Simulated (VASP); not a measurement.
Set up this calculation in VASP 6.6.1, as the native input.

| Quantity | Value |
| --- | --- |
| Task | single point |
| Functional | PBEsol |
| Potentials or basis | VASP PAW PBE potentials, release 64 (Y_sv) |
| Cutoff | 900 eV |
| k mesh | 15 × 15 × 8 |
| Occupations | gaussian, width 0.1 eV |
| Spin | no spin polarisation |
| Further INCAR settings | ALGO = Normal; EDIFF = 1e-07; NBANDS = 18 |

The structure of Y lies in POSCAR:

```
Y
1.0
    3.5951100000      0.0000000000      0.0000000000
   -1.7975500000      3.1134500000      0.0000000000
    0.0000000000      0.0000000000      5.5790000000
Y
2
Direct
    0.3333300000      0.6666700000      0.2500000000
    0.6666700000      0.3333300000      0.7500000000
```

These files were run (other wordings do the same):

INCAR

```
SYSTEM = Y
ALGO = Normal
EDIFF = 1E-7
ENCUT = 900
GGA = PS
ISIF = 2
ISMEAR = 0
LASPH = .TRUE.
LCHARG = .FALSE.
LREAL = .FALSE.
LWAVE = .FALSE.
NBANDS = 18
NELM = 100
PREC = Accurate
SIGMA = 0.1
```

KPOINTS

```
k-points
0
G
  15 15 8
  0 0 0
```

Potentials or basis: VASP PAW PBE potentials, release 64 (Y_sv).

The run is started by

```sh
$ cat potpaw_PBE.64/Y_sv/POTCAR > POTCAR
$ mpirun -np 1 vasp_std > vasp.out
```

It gave:

| Property | Result |
| --- | --- |
| Pressure | 0.0 GPa |
| Band gap on the k mesh | none (metal or under the smearing width) |

Caveat: the PAW data sets were made with another functional, which shifts forces and pressure a little.

Wall time 4.7 min on 1 thread of Intel(R) Xeon(R) 6975P-C (Granite Rapids), on a shared host, peak memory 0.85 GiB.
